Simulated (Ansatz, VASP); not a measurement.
**InSb3 in VASP and in Ansatz**

File INCAR:

```
  PREC = Accurate
  ENCUT = 520
  EDIFF = 1E-6
  ISMEAR = 0
  SIGMA = 0.02
  LREAL = False
  LASPH = True
  NELM = 60
  ALGO = Normal
  ISIF = 2
  LWAVE = False
  LCHARG = False
  GGA = PS
  NBANDS = 22
```

KPOINTS

```
Automatic mesh
0
Gamma
  8 8 8
```

POSCAR

```
InSb3
1.0
    0.0000000000      3.7945550000      3.7945550000
    3.7945550000      0.0000000000      3.7945550000
    3.7945550000      3.7945550000      0.0000000000
Sb In
3 1
Direct
    0.5131767757      0.5131767757      0.4868232243
    0.7500000000      0.7500000000      0.7500000000
    0.2500000000      0.2500000000      0.2500000000
    0.0000000000      0.0000000000      0.0000000000
```

Input for Ansatz:

```yaml
crystal:
  lattice:
    - [0.0, 3.794555, 3.794555]
    - [3.794555, 0.0, 3.794555]
    - [3.794555, 3.794555, 0.0]
  atoms:
    - { symbol: Sb, position: [0.5131767757, 0.5131767757, 0.4868232243] }
    - { symbol: Sb, position: [0.75, 0.75, 0.75] }
    - { symbol: Sb, position: [0.25, 0.25, 0.25] }
    - { symbol: In, position: [0.0, 0.0, 0.0] }
hamiltonian:
  xc: pbesol
kpoints:
  mp_grid: { grid: [8, 8, 8] }
scf:
  occupations: { method: gaussian, width: 0.02 }
  convergence: { dr2_threshold: 1.0e-09 }
basis:
  ecutwfc: 600
output:
  forces: true
  stress: true
```

The cell comes from a database or a generator and needn't be the stable form of this composition.

Alike in both runs: task single point; functional PBEsol; k mesh 8 × 8 × 8; occupations gaussian, width 0.02 eV; no spin polarisation.

|  | VASP | Ansatz |
| --- | --- | --- |
| version | VASP 6.6.1 | Ansatz 0.2.0 |
| potentials or method | VASP PAW PBE potentials, release 64 (Sb, In_d) | scalar-relativistic, plane waves, PAW |
| plane-wave cutoff (eV) | 520 | 600 |
| valence electrons in the cell | 28 | 58 |

|  | VASP | Ansatz | Ansatz less VASP |
| --- | --- | --- | --- |
| pressure (GPa) | -3.3 | -3.2 | +0.02 |
| largest component of the traceless stress (GPa) | 0.05 | 0.05 | -0.001 |
| rms of the force components (eV/Å) | 0.055 | 0.054 | -0.0011 |

Atom by atom the forces differ by 0.001 eV/Å (rms over components). The two sets of potentials don't hold the same shells in valence. Ansatz warned: «stress_scf_threshold_loose».

Caveats: the PAW data sets were made with another functional, which shifts forces and pressure a little (VASP). The runs have no spin-orbit coupling, so splittings on Sb are missing.
